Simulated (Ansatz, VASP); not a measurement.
Two plane-wave programs on Bi

```
CELL_PARAMETERS angstrom
3.15073 0.00000 -0.00005
0.00000 3.22592 0.00000
-0.01376 0.00000 6.45254
ATOMIC_POSITIONS crystal
Bi 0.49993 0.00000 0.25001
Bi 0.50007 0.00000 0.74999
```

Change from the starting cell: uniaxial strain along a, b, c and atoms relaxed: -3.0 %.

Alike in both runs: functional PBEsol; k mesh 14 × 14 × 8; occupations gaussian, width 0.1 eV; no spin polarisation.

Ansatz relaxed the structure, and its values are those at the end. VASP's run is a single point on that final structure, the one shown.

```csv
,VASP,Ansatz
version,VASP 6.6.1,Ansatz 0.2.0
potentials or method,"VASP PAW PBE potentials, release 64 (Bi_d)","scalar-relativistic, plane waves, PAW"
plane-wave cutoff (eV),520,420
valence electrons in the cell,30,30
```

```tsv
	VASP	Ansatz	Ansatz less VASP
gap on the k mesh at the Fermi level (eV)	none	none	-
pressure (GPa)	1.1	1.1	+0.07
```

A gap of «none» marks a metal or a gap that the smearing closes.

Caveats: the PAW data sets were made with another functional, which shifts forces and pressure a little (VASP); spin-orbit coupling is left out, which moves the levels of the heavy elements.
